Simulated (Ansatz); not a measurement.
**CdS (Fm-3m): charge-density difference against the sublattices from a Python script**

Aim: a charge-density difference against the sublattices, for CdS (Fm-3m), run from a script.

Program: Ansatz 0.2.0, driven from Python. Level of theory: DFT PBEsol, plane waves, PAW. These are calculated values, not measurements.

**1. The system**

Symmetry: Fm-3m, No. 225, cubic system. Conventional cell: a = 5.506 Å, b = 5.506 Å, c = 5.506 Å, α = 90.00°, β = 90.00°, γ = 90.00°. Cd (site symmetry m-3m) is surrounded by 6 S at 2.75 Å. S (site symmetry m-3m) is surrounded by 6 Cd at 2.75 Å.

The script holds or builds the structure itself.

**2. The code**

drho_cds.py reads:

```python
"""Density of CdS less that of its sublattices."""

import ansatz as az
import numpy as np

SETTINGS = {
    "filling": "methfessel_paxton",
    "functional": "pbesol",
    "cutoff_ev": 460,
    "kmesh": (5, 5, 5),
}

VECTORS = np.array([
    [0.0, 2.753244, 2.753244],
    [2.753244, 0.0, 2.753244],
    [2.753244, 2.753244, 0.0],
])
SITES = [
    ("Cd", [0.0, 0.0, 0.0]),
    ("S", [0.5, 0.5, 0.5]),
]


def make_crystal(cell):
    crystal = az.Crystal(lattice=az.Lattice.of(cell))
    for symbol, position in SITES:
        crystal = crystal.atom(symbol, position)
    return crystal

# one cutoff and one grid for all runs, so that the fields can be subtracted
def solve(crystal):
    return (
        crystal.calculation()
        .occupations(SETTINGS["filling"], width=50 * az.meV)
        .functional(SETTINGS["functional"])
        .basis(SETTINGS["cutoff_ev"], grid_basis="typed")
        .kpoints(*SETTINGS["kmesh"])
        .density()
        .run(threads=1)
    )


whole = solve(make_crystal(VECTORS))
difference = whole.density().channels[0].density_e_per_ang3.copy()
binding = whole.report["free_energy_ev"]
for element in ["Cd", "S"]:
    part = az.Crystal(lattice=az.Lattice.of(VECTORS))
    for symbol, position in SITES:
        if symbol == element:
            part = part.atom(symbol, position)
    alone = solve(part)
    difference -= alone.density().channels[0].density_e_per_ang3
    binding -= alone.report["free_energy_ev"]
    print(f"{element} sublattice: {alone.report['n_electrons']:g} electrons, {alone.report['n_iterations']} iterations")

voxel = abs(np.linalg.det(VECTORS)) / difference.size
print(f"energy of the crystal less its unpolarised sublattices: {binding / len(SITES):.4f} eV/atom")
print(f"net charge of the difference {difference.sum() * voxel:.5f} e, charge moved {0.5 * np.abs(difference).sum() * voxel:.3f} e")
print(f"extremes {difference.min():.4f} and {difference.max():.4f} e/A^3")
for (symbol, position) in SITES:
    index = tuple(int(round(p * n)) % n for p, n in zip(position, difference.shape))
    print(f"  change of the pseudo-density at the grid point nearest {symbol}: {difference[index]:+.4f} e/A^3")
profile = difference.mean(axis=(0, 1))
print("planar mean along the third vector:", np.round(profile[:: max(len(profile) // 12, 1)], 4))
```

**3. The input behind the calls**

The engine receives this input (first run):

```yaml
crystal:
  lattice:
    - [0.0, 2.753244, 2.753244]
    - [2.753244, 0.0, 2.753244]
    - [2.753244, 2.753244, 0.0]
  atoms:
    - { symbol: Cd, position: [0.0, 0.0, 0.0] }
    - { symbol: S, position: [0.5, 0.5, 0.5] }
basis:
  ecutwfc: 460.0
  fft_grid_basis: typed
kpoints:
  mp_grid:
    grid: [5, 5, 5]
hamiltonian:
  xc: pbesol
scf:
  occupations:
    method: methfessel_paxton
    width: 0.05
output:
  write_density: true
```

**4. Running it**

Command:

```bash
$ python drho_cds.py
```

Standard output:

```text
Cd sublattice: 20 electrons, 5 iterations
S sublattice: 6 electrons, 7 iterations
energy of the crystal less its unpolarised sublattices: -2.4117 eV/atom
net charge of the difference -0.00000 e, charge moved 0.466 e
extremes -0.0939 and 0.0717 e/A^3
  change of the pseudo-density at the grid point nearest Cd: -0.0939 e/A^3
  change of the pseudo-density at the grid point nearest S: -0.0451 e/A^3
planar mean along the third vector: [-0.0173 -0.0141 -0.0087 -0.0029  0.0044  0.0098  0.0107  0.0094  0.0094
  0.0107  0.0098  0.0044 -0.0029 -0.0087 -0.0141]
```

Run time: 1.4 s. Hardware: 1 thread of Intel Xeon Platinum 8488C (Sapphire Rapids), shared host; peak memory 0.36 GiB.

**5. Inputs of later runs**

The engine's inputs for the other runs:

Run 2, against run 1:

```diff
@@ -8 +7,0 @@
-    - { symbol: S, position: [0.5, 0.5, 0.5] }
```

Run 3, against run 1:

```diff
@@ -7 +6,0 @@
-    - { symbol: Cd, position: [0.0, 0.0, 0.0] }
```

Lines on the test bed's own set-up are left out of the output.

**6. Run by run**

One row for each of the 3 runs:

```
run         system  energy (eV/atom)  volume (Å³/atom)  SCF cycles  CPU time (s)
  1  CdS (2 atoms)        -4535.0002             20.87           5          0.36
  2    Cd (1 atom)        -8183.3496             41.74           5          0.19
  3     S (1 atom)         -881.8273             41.74           7           0.2
```

Energies are free energies F = E - TS of the smeared occupations. Totals carry meaning only in balanced differences at one level of theory.

**7. Results**

| quantity | value |
| --- | --- |
| charge moved | 0.466 e |
| crystal less its sublattices | -2.4117 eV/atom |
| runs compared | 3 |

**Reading.** All 3 runs converged, in 5 to 7 cycles. What to keep in mind:
- The fields are valence quantities on the plane-wave grid; their values near the nuclei depend on the potentials.
- The structure comes from a database of computed cells and needn't be a stable or known phase.
- Charge moved counts every rearrangement, bonding and polarisation too, and is no transfer between atoms; the bare sublattices are artificial references.
